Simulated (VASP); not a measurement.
## CdS in VASP: the effect of exact exchange

CdS:

```
Cd S
1.0
     0.00000    2.75324    2.75324
     2.75324    0.00000    2.75324
     2.75324    2.75324    0.00000
Cd S
1 1
Direct
  0.00000 0.00000 0.00000
  0.50000 0.50000 0.50000
```

Measurements of this composition are mostly on another form, of space group No. 186.

Alike in all runs:

```yaml
Program: VASP 6.6.1
Task: single point
Functional: PBE0(alpha)
Potentials_or_basis: VASP PAW PBE potentials, release 64 (Cd, S)
Cutoff: 520 eV
k_mesh: 4 × 4 × 4
Occupations: fermi-dirac, width 0.05 eV
Spin: no spin polarisation
```

**Question.** One run gave: gap on the mesh 1.92 eV; pressure -1.8 GPa. Which exact exchange did it use?
A. 0.25
B. 0.5
C. 0.05
D. 0.3
E. 0.4

**Answer.** A.

```tsv
exact exchange	gap on the mesh (eV)	pressure (GPa)
0.05	0.54	-0.2
0.1	0.87	-0.6
0.15	1.22	-1.0
0.2	1.56	-1.4
0.25	1.92	-1.8
0.3	2.28	-2.1
0.4	3.02	-2.8
0.5	3.78	-3.4
```

Caveats: all runs use coarse meshes; the PAW data sets were made with another functional, which shifts forces and pressure a little.

A k mesh can miss the band edges.
